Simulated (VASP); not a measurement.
# Y (P6_3/mmc) in VASP: further runs, part 2 of 2

VASP 6.6.1. Earlier steps stand in the parts before.

**4. Single point, PBEsol**

INCAR

```
SYSTEM = Y
PREC = Accurate ; ENCUT = 450
EDIFF = 1E-6 ; ISMEAR = -1
SIGMA = 0.2 ; LREAL = .FALSE.
LASPH = .TRUE. ; NELM = 100
ALGO = Normal ; ISIF = 2
LWAVE = .FALSE. ; LCHARG = .FALSE.
GGA = PS ; ADDGRID = .FALSE.
```

KPOINTS

```
regular mesh
0
G
  9 9 5
  0 0 0
```

POSCAR

```
Y
1.0
    3.6474000000      0.0000000000      0.0000000000
   -1.8237000000      3.1587410578      0.0000000000
    0.0000000000      0.0000000000      5.7306000000
Y
2
Direct
    0.6666666667      0.3333333333      0.7500000000
    0.3333333333      0.6666666667      0.2500000000
```

Potentials or basis: VASP PAW PBE potentials, release 64 (Y_sv).

Started as:

```
> cat potpaw_PBE.64/Y_sv/POTCAR > POTCAR
> mpirun -np 1 vasp_std > vasp.out
```

OUTCAR:

```text
SYSTEM = Y
   PREC = Accurate
   ENCUT = 450
   EDIFF = 1E-6
   ISMEAR = -1
   LREAL = .FALSE.
   LASPH = .TRUE.
   NELM = 100
   ISIF = 2
   GGA = PS

 Found     36 irreducible k-points:

 Following reciprocal coordinates:
            Coordinates               Weight
  0.000000  0.000000  0.000000      1.000000
  0.111111 -0.000000  0.000000      6.000000
  0.222222 -0.000000  0.000000      6.000000
  0.333333 -0.000000  0.000000      6.000000
  0.444444 -0.000000  0.000000      6.000000
  0.111111  0.111111  0.000000      6.000000
   k-points           NKPTS =     36   k-points in BZ     NKDIM =     36   number of bands    NBANDS=     15
   number of dos      NEDOS =    301   number of ions     NIONS =      2
   total plane-waves  NPLWV =  31360
   dimension x,y,z NGX =    28 NGY =   28 NGZ =   40
   dimension x,y,z NGXF=    56 NGYF=   56 NGZF=   80
   ions per type =               2
   NGX,Y,Z   is equivalent  to a cutoff of  12.76, 12.76, 11.60 a.u.
   NGXF,Y,Z  is equivalent  to a cutoff of  25.52, 25.52, 23.21 a.u.
 SYSTEM =  Y
   PREC   = accura    normal or accurate (medium, high low for compatibility)
   ISTART =      0    job   : 0-new  1-cont  2-samecut
   ICHARG =      2    charge: 1-file 2-atom 10-const
   ISPIN  =      1    spin polarized calculation?
   LNONCOLLINEAR =      F non collinear calculations
   LSORBIT =      F    spin-orbit coupling
[... 71 lines left out ...]
     11       3.7351      0.02568
     12       4.6065      0.00033
     13       4.6065      0.00033
     14       4.8868      0.00008
[... 77 lines left out ...]
      2     -39.6587      2.00000
      3     -19.9737      2.00000
      4     -19.6632      2.00000
      5     -19.6289      2.00000
      6     -19.5610      2.00000
      7     -19.4919      2.00000
      8     -19.4744      2.00000
      9      -1.0810      2.00000
     10       1.6685      1.99501
     11       3.0910      0.49148
     12       3.5236      0.07220
     13       4.5573      0.00043
     14       4.8225      0.00011
     15       5.2139      0.00002

 [... further k-points ...]

------------------------ aborting loop because EDIFF is reached ----------------------------------------

  FORCE on cell =-STRESS in cart. coord.  units (eV):
  Direction    XX          YY          ZZ          XY          YZ          ZX
  --------------------------------------------------------------------------------------
  -------------------------------------------------------------------------------------
  Total       -0.7601506     -0.7601506     -0.7212377      0.0000000     -0.0000000     -0.0000000
  in kB      -18.4464457    -18.4464457    -17.5021524      0.0000000     -0.0000000     -0.0000000
  external PRESSURE =     -18.1316813 kB  Pullay stress =       0.0000000 kB

 VOLUME and BASIS-vectors are now :
 -----------------------------------------------------------------------------
  energy-cutoff  :      450.00
  volume of cell :       66.02
      direct lattice vectors                 reciprocal lattice vectors
     3.647400000  0.000000000  0.000000000     0.274167900  0.158290911  0.000000000
    -1.823700000  3.158741058  0.000000000     0.000000000  0.316581822  0.000000000
     0.000000000  0.000000000  5.730600000     0.000000000  0.000000000  0.174501797

 POSITION                                       TOTAL-FORCE (eV/Angst)
 -----------------------------------------------------------------------------------
      1.82370      1.05291      4.29795        -0.000000     -0.000000      0.000000
     -0.00000      2.10583      1.43265         0.000000      0.000000      0.000000
 -----------------------------------------------------------------------------------
    total drift:                               -0.000000      0.000000     -0.000000

  FREE ENERGIE OF THE ION-ELECTRON SYSTEM (eV)
  ---------------------------------------------------
  free  energy   TOTEN  =       -13.8445705863 eV

  energy  without entropy=      -13.4230906491  energy(sigma->0) =      -13.63383062
```

OSZICAR:

```text
N       E                     dE             d eps       ncg     rms          rms(c)
DAV:   1     0.808331129781E+02    0.80833E+02   -0.10754E+04  1088   0.125E+03
DAV:   2    -0.711301102963E+01   -0.87946E+02   -0.87004E+02  1360   0.268E+02
DAV:   3    -0.141851828293E+02   -0.70722E+01   -0.70186E+01  2039   0.456E+01
DAV:   4    -0.143174361799E+02   -0.13225E+00   -0.13218E+00  1241   0.685E+00
DAV:   5    -0.143204055438E+02   -0.29694E-02   -0.29691E-02  1522   0.827E-01    0.333E+01
DAV:   6    -0.139320631235E+02    0.38834E+00   -0.48492E-01  1080   0.488E+00    0.206E+01
DAV:   7    -0.138571466941E+02    0.74916E-01   -0.92350E-01  1368   0.616E+00    0.177E+00
DAV:   8    -0.138454342285E+02    0.11712E-01   -0.18239E-01  1290   0.278E+00    0.120E+00
DAV:   9    -0.138444827200E+02    0.95151E-03   -0.47964E-03  1529   0.494E-01    0.467E-01
DAV:  10    -0.138446483412E+02   -0.16562E-03   -0.21581E-03  1116   0.488E-01    0.387E-01
DAV:  11    -0.138445739199E+02    0.74421E-04   -0.16408E-04  1445   0.132E-01    0.320E-02
DAV:  12    -0.138445689350E+02    0.49849E-05   -0.33525E-05  1220   0.577E-02    0.310E-02
DAV:  13    -0.138445704572E+02   -0.15222E-05   -0.83917E-06  1213   0.307E-02    0.894E-04
DAV:  14    -0.138445705863E+02   -0.12908E-06   -0.17508E-07   764   0.302E-03
   1 F= -.13844571E+02 E0= -.13633831E+02  d E =-.421480E+00
```

Wall time 32 s (1 thread of Intel Xeon Platinum 8488C (Sapphire Rapids), shared host); peak memory 0.19 GiB.

The run converged, but some of its settings lie outside the range that counts as converged, so its numbers aren't taken as properties of the crystal.

What came out:

```yaml
Free_energy: -13.8446 eV
Pressure: -1.8 GPa
Band_gap_on_the_k_mesh: none (metal or under the smearing width)
```

Caveat: the PAW data sets were made with another functional, which shifts forces and pressure a little.

**5. Single point, PBEsol**

Changes to INCAR since step 4:

```diff
@@ -3,3 +3,3 @@
 EDIFF = 1E-6 ; ISMEAR = -1
-SIGMA = 0.2 ; LREAL = .FALSE.
+SIGMA = 0.1 ; LREAL = .FALSE.
 LASPH = .TRUE. ; NELM = 100
```

KPOINTS is that of step 4.

POSCAR is that of step 4.

Started as:

```
> cat potpaw_PBE.64/Y_sv/POTCAR > POTCAR
> mpirun -np 1 vasp_std > vasp.out
```

Run time: 33 s. Hardware: 1 thread of Intel Xeon Platinum 8488C (Sapphire Rapids), shared host; peak memory 0.19 GiB.

The run converged, but some of its settings lie outside the range that counts as converged, so its numbers aren't taken as properties of the crystal.

Results:

* Free energy: -13.6763 eV
* Pressure: -2.1 GPa
* Band gap on the k mesh: none (metal or under the smearing width)

Caveat: the PAW data sets were made with another functional, which shifts forces and pressure a little.

**6. For comparison**

An earlier run on the cell as given: functional PBE; potentials or basis VASP PAW PBE potentials, release 64 (Y_sv); cutoff 520 eV; k mesh 8 × 8 × 5; occupations fermi-dirac, width 0.05 eV; no spin polarisation.

* Pressure: -0.2 GPa
* Band gap on the k mesh: none (metal or under the smearing width)
